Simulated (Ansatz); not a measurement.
# Hf2Si: the cost of one run

Program: Ansatz 0.2.0. Level of theory: DFT PBEsol, scalar-relativistic, plane waves, PAW. These are calculated values, not measurements.

1 further run of the same task is left out (set aside as unsound or not needed).

**1. The system as given**

Symmetry: I4/mcm, No. 140, tetragonal system. Conventional cell: a = 6.511 Å, b = 6.511 Å, c = 5.143 Å, α = 90.00°, β = 90.00°, γ = 90.00°. Around Hf (site symmetry m2m) lie 4 Si at 2.77 Å and 3 Hf at 2.89 to 3.09 Å. Si (site symmetry 422) is surrounded by 2 Si at 2.57 Å and 8 Hf at 2.77 Å.

Structure file:

```cif
data_structure
_symmetry_space_group_name_H-M 'I4/mcm'
_symmetry_Int_Tables_number 140
_cell_length_a 6.5107
_cell_length_b 6.5107
_cell_length_c 5.1432
_cell_angle_alpha 90.000
_cell_angle_beta 90.000
_cell_angle_gamma 90.000
_cell_volume 218.01
loop_
_atom_site_label
_atom_site_type_symbol
_atom_site_symmetry_multiplicity
_atom_site_Wyckoff_symbol
_atom_site_fract_x
_atom_site_fract_y
_atom_site_fract_z
_atom_site_occupancy
Hf1 Hf 8 h 0.15675 0.34325 0.00000 1
Si1 Si 4 a 0.00000 0.00000 0.25000 1
```

It goes back to an entry of the Materials Project, which need not be the stable form.

It is the result of an earlier relaxation at this level (volume 18.17 Å³/atom; gap on the mesh: none (metal)).

**2. Relaxing to 0.001 eV/Å, with the smearing for a metal**

Response functions are second derivatives at a minimum, so forces and stress are first brought close to zero on the mesh and occupations that the response runs use.

File input.yaml:

```yaml
crystal:
  lattice:
    - [-3.2553259393, 3.2553259393, 2.5716076328]
    - [3.2553259393, -3.2553259393, 2.5716076328]
    - [3.2553259393, 3.2553259393, -2.5716076328]
  atoms:
    - { symbol: Hf, position: [0.8432528486, 0.6567471514, 0.5] }
    - { symbol: Hf, position: [0.3432528486, 0.8432528486, 0.1865056971] }
    - { symbol: Hf, position: [0.1567471514, 0.3432528486, 0.5] }
    - { symbol: Hf, position: [0.6567471514, 0.1567471514, 0.8134943029] }
    - { symbol: Si, position: [0.75, 0.75, 0.0] }
    - { symbol: Si, position: [0.25, 0.25, 0.0] }
basis:
  ecutwfc: 420
kpoints:
  mp_grid: { grid: [10, 10, 10] }
hamiltonian:
  xc: pbesol
scf:
  occupations: { method: fermi_dirac, width: 0.15 }
output:
  forces: true
  stress: true
  eigenvalues: true
relax:
  adjacent_minimum: "off"
  f_tol: 0.001
  max_steps: 60
  cell: { stress_tol: 0.01 }
```

On the command line:

```bash
$ ansatz run input.yaml --threads 2 --pin off --max-ram 6144MiB --backend cpu --events-out ev --progress --plain --runs-dir out
```

**Question.** How long does this run take on 2 threads of Intel Xeon 6975P-C (Granite Rapids), shared host, and how much memory does it need?

About 65 s, with a peak of 0.86 GiB.
